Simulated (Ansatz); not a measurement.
# Hf under changes of volume

One of the cells (21.882 Å³/atom); the others are scaled copies at fixed shape and fractional positions:

```
Hf
1.0
     0.00000    2.22000    2.22000
     2.22000    0.00000    2.22000
     2.22000    2.22000    0.00000
Hf
1
Direct
  0.00000 0.00000 0.00000
```

This isn't the form of Hf at room conditions, which is hcp.

```yaml
Program: Ansatz 0.2.0
Functional: PBE
Potentials_or_basis: Ansatz PAW
Cutoff: "420 eV (not typed: the program's choice for these potentials)"
k_mesh: 10 × 10 × 10
Occupations: fermi-dirac, width 0.05 eV
Spin: no spin polarisation
```

| volume (Å³/atom) | energy over the lowest point (meV/atom) | pressure (GPa) |
| --- | --- | --- |
| 20.569 | ? | ? |
| 21.007 | 34.52 | 8.1 |
| 21.444 | 16.30 | 5.4 |
| 21.882 | 5.01 | 3.1 |
| 22.320 | 0.00 | 0.9 |
| 22.757 | 0.65 | -1.1 |
| 23.195 | 6.39 | -2.8 |

Q: What does the run at 20.569 Å³/atom give?

A: Energy over the lowest point 60.40 meV/atom; pressure 11.0 GPa.

Worked out: A Birch-Murnaghan fit of order 3 (a polynomial in V^(-2/3)) to the other rows has its minimum at 22.48 Å³/atom with B0 = V·E''(V) = 102 GPa and B' = 4.3. It gives 60.53 meV/atom at 20.569 Å³/atom, against the run's 60.40, and -dE/dV = 11.0 GPa, against 11.0.

Energies are extrapolated to zero smearing.
